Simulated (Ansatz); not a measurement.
A run of Ansatz 0.2.0 is set up as follows.

Contents of input.yaml:

```yaml
crystal:
  lattice:
    - [-1.51435, 1.51435, 1.51435]
    - [1.51435, -1.51435, 1.51435]
    - [1.51435, 1.51435, -1.51435]
  atoms:
    - { symbol: V, position: [0.0, 0.0, 0.0], spin: 2.0 }
hamiltonian:
  xc: pbesol
  pseudopotentials: { kind: paw }
magnetization:
  spin_polarized: true
kpoints:
  mp_grid: { grid: [12, 12, 12] }
scf:
  occupations: { method: fermi_dirac, width: 0.05 }
output:
  forces: true
  stress: true
  eigenvalues: true
  write_density: true
  write_potential: true
  elf: true
  volumetric_format: npy
relax:
  f_tol: 0.01
  max_steps: 40
  cell: { stress_tol: 0.05, p_target: 20.0 }
```

Potentials or basis: Ansatz PAW.

Launch:

```bash
$ ansatz run input.yaml --threads 2 --pin off --max-ram 5632MiB --backend cpu --events-out ev --progress --plain --runs-dir out
```

What does it give for the net moment?

0.00 μB per cell.

Estimate the absolute moment.

0.00 μB per cell.

Predict the relaxed volume.

11.84 Å³/atom.

What does it give for the space group after relaxing (to 0.05 Å)?

Im-3m (No. 229).

Final structure:
```
V
1.0
    -1.43567    1.43567    1.43567
     1.43567   -1.43567    1.43567
     1.43567    1.43567   -1.43567
V
1
Direct
  0.00000 0.00000 0.00000
```

Caveat: the PAW data sets come from PBE, with cores solved anew for the run's functional, which leaves a small shift of forces and pressure; the starting moments weren't kept.
